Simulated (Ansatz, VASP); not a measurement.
Given: the input of a run of Ansatz 0.2.0 on Cs2AgBiBr6. 

input.yaml

```yaml
crystal:
  lattice:
    - [0.0, 5.6161, 5.6161]
    - [5.6161, 0.0, 5.6161]
    - [5.6161, 5.6161, 0.0]
  atoms:
    - { symbol: Bi, position: [0.0, 0.0, 0.0] }
    - { symbol: Cs, position: [0.75, 0.75, 0.75] }
    - { symbol: Cs, position: [0.25, 0.25, 0.25] }
    - { symbol: Ag, position: [0.5, 0.5, 0.5] }
    - { symbol: Br, position: [0.74945, 0.74945, 0.25055] }
    - { symbol: Br, position: [0.25055, 0.25055, 0.74945] }
    - { symbol: Br, position: [0.74945, 0.25055, 0.25055] }
    - { symbol: Br, position: [0.74945, 0.25055, 0.74945] }
    - { symbol: Br, position: [0.25055, 0.74945, 0.74945] }
    - { symbol: Br, position: [0.25055, 0.74945, 0.25055] }
hamiltonian:
  xc: lda
  pseudopotentials: { kind: paw }
kpoints:
  mp_grid: { grid: [3, 3, 3] }
scf:
  occupations: { method: fermi_dirac, width: 0.05 }
output:
  forces: true
  stress: true
  eigenvalues: true
relax:
  f_tol: 0.01
  max_steps: 40
  cell: { stress_tol: 0.05 }
```

Potentials or basis: Ansatz PAW.

Run with:

```bash
$ ansatz run input.yaml --threads 4 --pin off --max-ram 11264MiB --backend cpu --events-out ev --progress --plain --runs-dir out
```

Q: Translate it to VASP 6.6.1. Potentials or basis there: LDA PAW files Ag, Bi_d, Br, Cs_sv, 600 eV.

A: As run (cutoffs and basis follow the program's own potentials, and thresholds, step limits or extra output files can differ):

Contents of INCAR:

```
SYSTEM = Cs2AgBiBr6
PREC = Accurate
ENCUT = 600
EDIFF = 1E-6
ISMEAR = -1
SIGMA = 0.05
LREAL = .False.
LASPH = .True.
NELM = 60
ALGO = Fast
ISIF = 3
LWAVE = .False.
LCHARG = .False.
GGA = CA
IBRION = 2
NSW = 40
EDIFFG = -0.005
```

The input KPOINTS:

```
Automatic mesh
0
Gamma
  3 3 3
  0 0 0
```

File POSCAR:

```
Cs2AgBiBr6
1.0
    0.0000000000      5.6161000000      5.6161000000
    5.6161000000      0.0000000000      5.6161000000
    5.6161000000      5.6161000000      0.0000000000
Bi Cs Ag Br
1 2 1 6
Direct
    0.0000000000      0.0000000000      0.0000000000
    0.7500000000      0.7500000000      0.7500000000
    0.2500000000      0.2500000000      0.2500000000
    0.5000000000      0.5000000000      0.5000000000
    0.7494500000      0.7494500000      0.2505500000
    0.2505500000      0.2505500000      0.7494500000
    0.7494500000      0.2505500000      0.2505500000
    0.7494500000      0.2505500000      0.7494500000
    0.2505500000      0.7494500000      0.7494500000
    0.2505500000      0.7494500000      0.2505500000
```

Potentials or basis: VASP PAW LDA potentials, release 64 (Bi_d, Cs_sv, Ag, Br).

Command:

```bash
$ cat potpaw_LDA.64/Bi_d/POTCAR potpaw_LDA.64/Cs_sv/POTCAR potpaw_LDA.64/Ag/POTCAR potpaw_LDA.64/Br/POTCAR > POTCAR
$ mpirun -np 1 vasp_std > vasp.out
```

Both were run:

|  | Ansatz | VASP |
| --- | --- | --- |
| Relaxed volume | 33.26 Å³/atom | 33.33 Å³/atom |
| Relaxed cell | a = 7.777 Å, b = 7.777 Å, c = 7.777 Å, α = 60.00°, β = 60.00°, γ = 60.00° | a = 7.782 Å, b = 7.782 Å, c = 7.782 Å, α = 60.00°, β = 60.00°, γ = 60.00° |
| Space group after relaxing | Fm-3m (No. 225) | Fm-3m (No. 225) |
| Pressure after relaxing | 0.0 GPa | 0.0 GPa |

Ansatz's pressure holds a Pulay term of +0.02 GPa for its cutoff of 420 eV, which the other run lacks.

The potentials hold 94 and 86 valence electrons a cell.

Ansatz's potentials were made for PBE.

Where Ansatz's input types no cutoff or centring, it takes its own default and a Γ-centred mesh.

The two programs' LDA may be different fits to the electron gas.

Pressure is positive in compression.
